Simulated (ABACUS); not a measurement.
Ta: equation of state with PBE

**Experimental background.**

“Pressure effects on the electronic structure and superconductivity of (TaNb)0.67(HfZrTi)0.33 high entropy alloy”, 2019, arxiv:1910.08312 quotes, for a bulk crystal of Ta: bulk modulus 194 GPa.

Crystal: Ta.

```xyz
1
Lattice="-1.6513 1.6513 1.6513 1.6513 -1.6513 1.6513 1.6513 1.6513 -1.6513" Properties=species:S:1:pos:R:3 pbc="T T T"
Ta    0.0000    0.0000    0.0000
```

```json
{
  "Program": "ABACUS 3.10.1",
  "Task": "equation of state",
  "Functional": "PBE",
  "Potentials or basis": "SSSP 1.3 efficiency PBE",
  "Cutoff": "748 eV",
  "Density cutoff": "5987 eV",
  "Basis": "plane waves",
  "k mesh": "9 × 9 × 9",
  "Occupations": "fermi-dirac, width 0.05 eV",
  "Spin": "no spin polarisation",
  "Radial cutoff of the potentials (pseudo_rcut)": "10 bohr",
  "SCF threshold on the density": "1e-08",
  "Max SCF steps": "100",
  "Eigensolver": "dav",
  "Mixing": "broyden",
  "Mixing share": "0.7",
  "Symmetry key": "1",
  "Bands": "11"
}
```

```json
{
  "Equilibrium volume": "18.32 Å³/atom",
  "Bulk modulus": "179 GPa",
  "Pressure derivative of the bulk modulus": "3.5 (rough: it moves with the points fitted)"
}
```

Energy against volume, from the lowest point:
| volume (Å³/atom) | energy (meV/atom) |
| --- | --- |
| 16.930 | 65.84 |
| 17.650 | 14.23 |
| 18.371 | 0.00 |
| 19.091 | 17.10 |

All runs of the series together: 45 s on 4 threads of Intel(R) Xeon(R) Platinum 8375C CPU @ 2.90GHz (Ice Lake) (shared host).

Measured bulk modulus of Ta: 194 GPa (quoted in “Pressure effects on the electronic structure and superconductivity of (TaNb)0.67(HfZrTi)0.33 high entropy alloy”, 2019, arxiv:1910.08312). This calculation gives 179 GPa (-7.7 %). The fit is for a static lattice scaled at fixed shape and fixed fractional positions.

The run has no spin-orbit coupling, so splittings on Ta are missing. PBE usually gives volumes a little too large and moduli too small.
